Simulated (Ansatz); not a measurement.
The system is CuCl2.

```
Cu Cl
1.0
     4.52065    0.00000    0.00000
     0.00000    4.52065    0.00000
     0.00000    0.00000    4.31771
Cu Cl
1 2
Direct
  0.00000 0.00000 0.00000
  0.00000 0.50000 0.00000
  0.50000 0.00000 0.00000
```

Measurements of this composition are mostly on another form, of space group No. 12.

Base run:

```yaml
Program: Ansatz 0.2.0
Functional: PBEsol
Potentials_or_basis: Ansatz PAW
Cutoff: 420 eV
Density_cutoff: 1680 eV
k_mesh: 6 × 6 × 6
Occupations: fermi-dirac, width 0.05 eV
Spin: no spin polarisation
```

Its results: band gap on the k mesh none (metal or under the smearing width); pressure -1.6 GPa.

Task: The run is repeated on the same cell with these changes: functional from PBEsol to LDA. What comes out?

Result: Band gap on the k mesh none (metal or under the smearing width); pressure -3.3 GPa.

LDA binds more tightly than PBEsol, so the same cell stands under less pressure.

Caveats: an odd number of electrons without spin polarisation forces a metal; a magnetic or distorted state may lie lower; the run has no spin polarisation, though such a crystal can be magnetic; semilocal functionals often make such compounds metallic where correlation or magnetic order opens a gap, which also shifts bond lengths; the PAW data sets come from PBE, with cores solved anew for the run's functional, which leaves a small shift of forces and pressure; this functional lacks dispersion, which binds the layers, so the pressure and a relaxed spacing across them are unreliable (some runs).

Not every run made on this cell is shown here.
